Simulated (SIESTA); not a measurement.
Pb under changes of volume

One of the cells (31.034 Å³/atom); the others are scaled copies at fixed shape and fractional positions:

```xyz
1
Lattice="-1.9797 1.9797 1.9797 1.9797 -1.9797 1.9797 1.9797 1.9797 -1.9797" Properties=species:S:1:pos:R:3 pbc="T T T"
Pb    0.0000    0.0000    0.0000
```

This isn't the form of Pb at room conditions, which is fcc.

| Quantity | Value |
| --- | --- |
| Program | SIESTA 5.4.2 |
| Functional | LDA |
| Potentials or basis | PseudoDojo 0.4 standard (LDA files) |
| Basis | DZP (energy shift 0.003 Ry; two zetas on semicore shells) |
| Grid cutoff | 500 Ry |
| Energy shift | 0.003 Ry |
| k mesh | 9 × 9 × 9 |
| Occupations | fermi-dirac, width 0.05 eV |
| Spin | no spin polarisation |

```tsv
volume (Å³/atom)	energy over the lowest point (meV/atom)	pressure (GPa)
29.172	0.00	-0.4
29.792	3.99	-1.5
30.413	11.92	-2.4
31.034	23.10	-3.1
31.654	?	?
32.275	53.06	-4.2
32.896	70.88	-4.6
```

Question: What does the run at 31.654 Å³/atom give?

Answer: Energy over the lowest point 36.99 meV/atom; pressure -3.7 GPa.

Worked out: A Birch-Murnaghan fit of order 3 (a polynomial in V^(-2/3)) to the other rows has its minimum at 28.95 Å³/atom, just outside them, with B0 = V·E''(V) = 60 GPa and B' = 7.3. It gives 36.98 meV/atom at 31.654 Å³/atom, against the run's 36.99, and -dE/dV = -3.9 GPa, against -3.7.

Energies are extrapolated to zero smearing.

Caveats: the basis of atomic orbitals isn't converged, which shifts pressures, moduli and gaps.
